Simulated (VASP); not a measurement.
# Fe in VASP: notebook

The runs below take Fe through single point, relaxation of the atoms, with PBE.

Program: VASP 6.6.1. These are calculated values, not measurements. Logs are shortened: lines on timing, memory, paths and dates and some standing lists are left out, and cuts for length are marked.

**1. The slab as given**

The cell holds a slab with vacuum, 7 atoms: a = 4.001 Å, b = 4.001 Å, c = 19.900 Å, α = 90.00°, β = 90.00°, γ = 120.00°.

The slab is cut from a database's or a generator's crystal, which needn't be the stable form of the element.

**2. Single point, PBE, collinear spin, ferromagnetic start**

Input file INCAR:

```
  PREC = Accurate
  ENCUT = 520
  EDIFF = 1E-6
  ISMEAR = 1
  SIGMA = 0.1
  LREAL = F
  LASPH = T
  NELM = 150
  ALGO = Normal
  ISIF = 2
  LWAVE = F
  LCHARG = F
  ISPIN = 2
  MAGMOM = 2.4 2.4 2.4 2.4 2.4 2.4 2.4
  LORBIT = 11
  LMAXMIX = 4
  LDIPOL = T
  IDIPOL = 3
  DIPOL = 0.5 0.5 0.500
  GGA = PE
  NBANDS = 41
  AMIX = 0.2
  BMIX = 1E-4
  AMIX_MAG = 0.8
  BMIX_MAG = 1E-4
  LVHAR = T
  LVACPOTAV = T
  ICORELEVEL = 1
  KPAR = 4
```

Input file KPOINTS:

```
regular mesh
0
Gamma
  12 12 1
```

Input file POSCAR:

```
Fe
1.0
    4.0011835200      0.0000000000      0.0000000000
   -2.0005917600      3.4651265700      0.0000000000
    0.0000000000      0.0000000000     19.9004290000
Fe
7
Direct
    0.6666666700      0.3333333300      0.3768763000
    0.3333333300      0.6666666700      0.4179175300
    0.0000000000      0.0000000000      0.4589587700
    0.6666666700      0.3333333300      0.5000000000
    0.3333333300      0.6666666700      0.5410412300
    0.0000000000      0.0000000000      0.5820824700
    0.6666666700      0.3333333300      0.6231237000
```

Potentials or basis: VASP PAW PBE potentials, release 64 (Fe).

Started as:

```console
cat potpaw_PBE.64/Fe/POTCAR > POTCAR
mpirun -np 4 vasp_std > vasp.out
```

OUTCAR:

```text
PREC = Accurate
   ENCUT = 520
   EDIFF = 1E-6
   ISMEAR = 1
   LREAL = F
   LASPH = T
   NELM = 150
   ISIF = 2
   ISPIN = 2
   LORBIT = 11
   GGA = PE
   AMIX = 0.2
   AMIX_MAG = 0.8

 ion  position               nearest neighbor table
   1  0.667  0.333  0.377-   2 2.45   2 2.45   4 2.45   2 2.45   3 2.83   3 2.83   3 2.83
   2  0.333  0.667  0.418-   1 2.45   1 2.45   5 2.45   1 2.45   3 2.45   3 2.45   3 2.45   4 2.83
                             4 2.83   4 2.83
   3  0.000  0.000  0.459-   4 2.45   6 2.45   4 2.45   4 2.45   2 2.45   2 2.45   2 2.45   5 2.83
                             5 2.83   5 2.83   1 2.83   1 2.83   1 2.83
   4  0.667  0.333  0.500-   5 2.45   3 2.45   5 2.45   7 2.45   1 2.45   3 2.45   3 2.45   5 2.45
                             2 2.83   6 2.83   2 2.83   6 2.83   6 2.83   2 2.83
   5  0.333  0.667  0.541-   4 2.45   4 2.45   2 2.45   4 2.45   6 2.45   6 2.45   6 2.45   3 2.83
                             3 2.83   3 2.83   7 2.83   7 2.83   7 2.83
   6  0.000  0.000  0.582-   7 2.45   3 2.45   7 2.45   7 2.45   5 2.45   5 2.45   5 2.45   4 2.83
                             4 2.83   4 2.83
   7  0.667  0.333  0.623-   6 2.45   4 2.45   6 2.45   6 2.45   5 2.83   5 2.83   5 2.83

  LATTYP: Found a hexagonal cell.
 ALAT       =     4.0011835200
 C/A-ratio  =     4.9736356507

  Lattice vectors:

 A1 = (   4.0011835200,   0.0000000000,   0.0000000000)
 A2 = (  -2.0005917600,   3.4651265700,   0.0000000000)
 A3 = (   0.0000000000,   0.0000000000,  19.9004290000)

Analysis of symmetry for initial positions (statically):
=====================================================================
 Subroutine PRICEL returns:
 Original cell was already a primitive cell.

 Routine SETGRP: Setting up the symmetry group for a
 hexagonal supercell.

 Subroutine GETGRP returns: Found 12 space group operations
 (whereof  6 operations were pure point group operations)
 out of a pool of 24 trial point group operations.

The static configuration has the point symmetry C_3v.
 The point group associated with its full space group is D_3d.

Analysis of symmetry for dynamics (positions and initial velocities):
=====================================================================
 Subroutine PRICEL returns:
 Original cell was already a primitive cell.

 Routine SETGRP: Setting up the symmetry group for a
 hexagonal supercell.

 Subroutine GETGRP returns: Found 12 space group operations
 (whereof  6 operations were pure point group operations)
 out of a pool of 24 trial point group operations.

The dynamic configuration has the point symmetry C_3v.
 The point group associated with its full space group is D_3d.

Analysis of structural, dynamic, and magnetic symmetry:
=====================================================================
 Subroutine PRICEL returns:
 Original cell was already a primitive cell.

 Routine SETGRP: Setting up the symmetry group for a
 hexagonal supercell.

 Subroutine GETGRP returns: Found 12 space group operations
 (whereof  6 operations were pure point group operations)
 out of a pool of 24 trial point group operations.

The overall configuration has the point symmetry C_3v.
 The point group associated with its full space group is D_3d.

 Subroutine INISYM returns: Found 12 space group operations
 (whereof  6 operations are pure point group operations),
 and found     1 'primitive' translations

----------------------------------------------------------------------------------------

                                     Primitive cell

  volume of cell :     275.9116

  direct lattice vectors                    reciprocal lattice vectors
     4.001183520  0.000000000  0.000000000     0.249926052  0.144294873  0.000000000
    -2.000591760  3.465126570  0.000000000     0.000000000  0.288589747  0.000000000
     0.000000000  0.000000000 19.900429000     0.000000000  0.000000000  0.050250173

  length of vectors
     4.001183520  4.001183517 19.900429000     0.288589747  0.288589747  0.050250173

  position of ions in fractional coordinates (direct lattice)
     0.666666670  0.333333330  0.376876300
     0.333333330  0.666666670  0.417917530
     0.000000000  0.000000000  0.458958770
     0.666666670  0.333333330  0.500000000
     0.333333330  0.666666670  0.541041230
     0.000000000  0.000000000  0.582082470
     0.666666670  0.333333330  0.623123700
[... 74 lines left out ...]
   ENCUT  =  520.0 eV  38.22 Ry    6.18 a.u.   7.44  7.44 37.00*2*pi/ulx,y,z
   NELM   =    150;   NELMIN=  2; NELMDL= -5     # of ELM steps
   EDIFF  = 0.1E-05   stopping-criterion for ELM
   LREAL  =      F    real-space projection
   EDIFFG = 0.1E-04   stopping-criterion for IOM
   NSW    =      0    number of steps for IOM
   IBRION =     -1    ionic relax: 0-MD 1-quasi-New 2-CG
   NFREE  =      0    steps in history (QN), initial steepest desc. (CG)
   ISIF   =      2    stress and relaxation
   ISYM   =      2    0-nonsym 1-usesym 2-fastsym
   POTIM  = 0.5000    time-step for ionic-motion
   TEBEG  =    0.0;   TEEND  =   0.0 temperature during run
   PSTRESS=    0.0 pullay stress
   NELECT =      56.0000    total number of electrons
   NUPDOWN=      -1.0000    fix difference up-down
   EMIN   =  10.00;   EMAX   =-10.00  energy-range for DOS
   EFERMI =   0.00;   METHOD = LEGACY
   ISMEAR =     1;   SIGMA  =   0.10  broadening in eV -4-tet -1-fermi 0-gaus
   EFERMI_NEDOS =   21; number of points for ismear=-14 and -15
   IALGO  =     38    algorithm
   IMIX   =      4    mixing-type and parameters
     AMIX     =   0.20;   BMIX     =  0.00
     AMIX_MAG =   0.80;   BMIX_MAG =  0.00
  volume/ion in A,a.u.               =      39.42       265.99
  Fermi-wavevector in a.u.,A,eV,Ry     =   0.962087  1.818080 12.593697  0.925611
  Thomas-Fermi vector in A             =   2.091515
   LORBIT       =     11    0 simple, 1 ext, 2 COOP (PROOUT), +10 PAW based schemes
   GGA     = PE    functional components
   LHFCALC =     F    Hartree Fock is set to
   AEXX    =    0.0000 exact exchange contribution
   IVDW    =     0    specifies the selected vdW correction
   LEPSILON=     F    determine dielectric tensor
   LRPA    =     F    only Hartree local field effects (RPA)
 spin polarized calculation
 Methfessel and Paxton  Order N= 1 SIGMA  =   0.10
  energy-cutoff  :      520.00
  volume of cell :      275.91
 maximum number of plane-waves:      7509
 NGX is ok and might be reduce to    30
   NGX = 15   NGY = 15   NGZ = 75

 number of electron      56.0000011 magnetization      18.5449871

 dipolmoment           0.000000      0.000000     -0.000000 electrons x Angstroem

 Free energy of the ion-electron system (eV)
  ---------------------------------------------------
  ext. energy  EPLUGINS =         0.00000000
  ---------------------------------------------------
  free energy    TOTEN  =       -52.82416110 eV

  energy without entropy =      -52.82920454  energy(sigma->0) =      -52.82584225

 the core state eigenenergies are
   1-  1s  -6992.5971  2s   -813.5496  2p   -692.3066  3s    -87.6535  3p    -53.7461

   2-  1s  -6992.4265  2s   -813.4994  2p   -692.2475  3s    -87.4299  3p    -53.5155

   3-  1s  -6992.6818  2s   -813.7877  2p   -692.5333  3s    -87.6365  3p    -53.7096
[... 5 lines left out ...]
   6-  1s  -6992.4265  2s   -813.4994  2p   -692.2475  3s    -87.4299  3p    -53.5155

   7-  1s  -6992.5971  2s   -813.5496  2p   -692.3066  3s    -87.6535  3p    -53.7461

 E-fermi :  -0.9637     XC(G=0):  -4.9218

 val. band max:       -0.9655090014   @ k =   0.3333   0.2500   0.0000
 cond. band min:      -0.9614111442   @ k =   0.5000   0.0000   0.0000
 fundamental gap:      0.0040978572
 Fermi energy:        -0.9637124679

 spin component 1

 k-point     1 :       0.0000    0.0000    0.0000
  band No.  band energies     occupation
      1      -8.5591      1.00000
      2      -6.4582      1.00000
      3      -5.4213      1.00000
      4      -5.4213      1.00000
      5      -4.5683      1.00000
      6      -4.5683      1.00000
[... 806 lines left out ...]
     39      -0.0097     -0.00000
     40       0.3916     -0.00000
 Fermi energy:        -0.9637124679

 spin component 2

 k-point     1 :       0.0000    0.0000    0.0000
  band No.  band energies     occupation
      1      -8.3134      1.00000
      2      -6.0436      1.00000
      3      -3.6512      1.00000
      4      -3.4645      1.00000
      5      -3.4645      1.00000
      6      -2.6991      1.00000
[... 806 lines left out ...]
     39       2.0136      0.00000
     40       2.1971      0.00000
 [bands above 40 left out]

------------------------ aborting loop because EDIFF is reached ----------------------------------------

  FORCE on cell =-STRESS in cart. coord.  units (eV):
  Direction    XX          YY          ZZ          XY          YZ          ZX
  --------------------------------------------------------------------------------------
  -------------------------------------------------------------------------------------
  Total       -2.0848246     -2.0848246     -1.2421274      0.0000000      0.0000000      0.0000000
  in kB      -12.1062629    -12.1062629     -7.2128469      0.0000000      0.0000000      0.0000000
  external PRESSURE =     -10.4751243 kB  Pullay stress =       0.0000000 kB

 VOLUME and BASIS-vectors are now :
 -----------------------------------------------------------------------------
  energy-cutoff  :      520.00
  volume of cell :      275.91
      direct lattice vectors                 reciprocal lattice vectors
     4.001183520  0.000000000  0.000000000     0.249926052  0.144294873  0.000000000
    -2.000591760  3.465126570  0.000000000     0.000000000  0.288589747  0.000000000
     0.000000000  0.000000000 19.900429000     0.000000000  0.000000000  0.050250173

 POSITION                                       TOTAL-FORCE (eV/Angst)
 -----------------------------------------------------------------------------------
      2.00059      1.15504      7.50000         0.000000     -0.000000      0.373921
     -0.00000      2.31008      8.31674         0.000000      0.000000      0.190894
      0.00000      0.00000      9.13348        -0.000000      0.000000     -0.748494
      2.00059      1.15504      9.95021         0.000000     -0.000000     -0.000000
     -0.00000      2.31008     10.76695         0.000000     -0.000000      0.748494
      0.00000      0.00000     11.58369        -0.000000     -0.000000     -0.190894
      2.00059      1.15504     12.40043        -0.000000      0.000000     -0.373921
 -----------------------------------------------------------------------------------
    total drift:                               -0.000003      0.000002     -0.000002

  FREE ENERGIE OF THE ION-ELECTRON SYSTEM (eV)
  ---------------------------------------------------
  free  energy   TOTEN  =       -52.8241611029 eV

  energy  without entropy=      -52.8292045417  energy(sigma->0) =      -52.82584225

 vacuum level on the upper side and lower side of the slab         2.915         2.915

 total charge

# of ion       s       p       d       tot
------------------------------------------
    1        0.451   0.269   6.198   6.918
    2        0.481   0.437   6.270   7.188
    3        0.480   0.491   6.219   7.190
    4        0.482   0.527   6.273   7.282
    5        0.480   0.491   6.219   7.190
    6        0.481   0.437   6.270   7.188
    7        0.451   0.269   6.198   6.918
--------------------------------------------------
tot          3.305   2.920  43.647  49.872

 magnetization (x)

# of ion       s       p       d       tot
------------------------------------------
    1        0.013   0.009   2.851   2.874
    2       -0.012  -0.019   2.446   2.415
    3       -0.009  -0.046   2.609   2.553
    4       -0.015  -0.059   2.473   2.399
    5       -0.009  -0.046   2.609   2.553
    6       -0.012  -0.019   2.446   2.415
    7        0.013   0.009   2.851   2.874
--------------------------------------------------
tot         -0.031  -0.172  18.286  18.082
```

Run time: 5 min. Hardware: 4 MPI ranks of Intel Xeon Platinum 8488C (Sapphire Rapids), shared host; peak memory 0.64 GiB.

Results:

```yaml
Free_energy: -52.8242 eV
Largest_force: 0.748 eV/Å
Band_gap_on_the_k_mesh: none (metal or under the smearing width)
Net_moment: 18.54 μB per cell
Site_moments: Fe +2.87, +2.42, +2.55, +2.40 μB
Valence_electrons_inside_the_program's_atomic_spheres: Fe 6.92, 7.19, 7.28
Work_function_of_the_upper_face: 3.88 eV
Work_function_of_the_lower_face: 3.88 eV
```

Forces in eV/Å, atoms in the order of the input:
```
Fe   0.000  0.000  0.374
Fe   0.000  0.000  0.191
Fe   0.000  0.000 -0.748
Fe   0.000  0.000  0.000
Fe   0.000  0.000  0.748
Fe   0.000  0.000 -0.191
Fe   0.000  0.000 -0.374
```

Core levels (eV, on the scale of the bands):
```
atom                                                levels
1 Fe  1s -6992.6, 2s -813.5, 2p -692.3, 3s -87.7, 3p -53.7
2 Fe  1s -6992.4, 2s -813.5, 2p -692.2, 3s -87.4, 3p -53.5
3 Fe  1s -6992.7, 2s -813.8, 2p -692.5, 3s -87.6, 3p -53.7
4 Fe  1s -6992.5, 2s -813.7, 2p -692.4, 3s -87.5, 3p -53.6
5 Fe  1s -6992.7, 2s -813.8, 2p -692.5, 3s -87.6, 3p -53.7
6 Fe  1s -6992.4, 2s -813.5, 2p -692.2, 3s -87.4, 3p -53.5
```

**3. Relaxation of the atoms, PBE, collinear spin, ferromagnetic start**

Input file INCAR:

```
ALGO = Normal ; AMIX = 0.2
AMIX_MAG = 0.8 ; BMIX = 1E-4
BMIX_MAG = 1E-4 ; DIPOL = 0.5 0.5 0.500
EDIFF = 1E-6 ; EDIFFG = -0.02
ENCUT = 520 ; GGA = PE
IBRION = 2 ; IDIPOL = 3
ISIF = 2 ; ISMEAR = 1
ISPIN = 2 ; KPAR = 4
LASPH = True ; LCHARG = False
LDIPOL = True ; LMAXMIX = 4
LORBIT = 11 ; LREAL = False
LWAVE = False ; MAGMOM = 2.4 2.4 2.4 2.4 2.4 2.4 2.4
NELM = 150 ; NSW = 80
PREC = Accurate ; SIGMA = 0.1
```

Input file KPOINTS:

```
k-points
0
Gamma
  12 12 1
```

POSCAR is that of step 2.

Potentials or basis: VASP PAW PBE potentials, release 64 (Fe).

Started as:

```console
cat potpaw_PBE.64/Fe/POTCAR > POTCAR
mpirun -np 4 vasp_std > vasp.out
```

It took 20 min on 4 MPI ranks of Intel Xeon Platinum 8488C (Sapphire Rapids), shared host; peak memory 0.65 GiB.

The run converged. Its results:

```yaml
Free_energy: -52.9383 eV
Energy_gained_by_relaxing: 16.3 meV/atom
Ionic_steps: 10
Largest_force_after_relaxing: 0.004 eV/Å
Band_gap_on_the_k_mesh: none (metal or under the smearing width)
Net_moment: 18.56 μB per cell
Site_moments: Fe +2.88, +2.38, +2.54, +2.50 μB
Valence_electrons_inside_the_program's_atomic_spheres: Fe 6.96, 7.23, 7.20, 7.26
```

Forces on the atoms (eV/Å):
```
Fe   0.000  0.000  0.004
Fe   0.000  0.000 -0.002
Fe   0.000  0.000 -0.003
Fe   0.000  0.000  0.000
Fe   0.000  0.000  0.003
Fe   0.000  0.000  0.002
Fe   0.000  0.000 -0.004
```

The path:
```csv
step,energy change (eV),largest force (eV/Å),pressure (GPa)
1,0.0000,0.7485,-1.05
2,-0.0590,0.4718,-0.90
3,-0.1094,0.1656,-0.49
4,-0.1103,0.1475,-0.43
5,-0.1103,0.1422,-0.42
6,-0.1127,0.0783,-0.36
7,-0.1137,0.0439,-0.30
8,-0.1138,0.0440,-0.30
9,-0.1141,0.0250,-0.28
10,-0.1142,0.0038,-0.25
```

Final structure:
```
Fe
1.0
     4.00118    0.00000    0.00000
    -2.00059    3.46513    0.00000
     0.00000    0.00000   19.90043
Fe
7
Cartesian
  2.0006 1.1550 7.5608
  0.0000 2.3101 8.3714
  4.0012 0.0000 9.0245
  2.0006 1.1550 9.9502
  0.0000 2.3101 10.8759
  0.0000 0.0000 11.5290
  2.0006 1.1550 12.3396
```

Levels at points of the mesh, in eV from the Fermi level:
Spin up:
```tsv
k point	band 34	band 35	band 36	band 37	band 38	band 39	band 40	band 41
(0.00, 0.00, 0.00)	-0.68	-0.68	-0.46	-0.17	-0.17	1.64	3.32	4.18
(0.50, 0.00, 0.00)	-0.49	-0.40	-0.40	-0.03	0.25	0.57	1.55	1.84
```
Spin down:
```csv
k point,band 15,band 16,band 17,band 18,band 19,band 20,band 21,band 22,band 23,band 24
"(0.00, 0.00, 0.00)",-0.81,-0.52,-0.52,-0.21,-0.20,-0.20,0.03,0.53,1.41,1.48
"(0.50, 0.00, 0.00)",-0.48,-0.35,-0.25,-0.21,0.06,0.18,0.28,0.28,0.79,1.02
```

(Continued in part 2 of 2.)
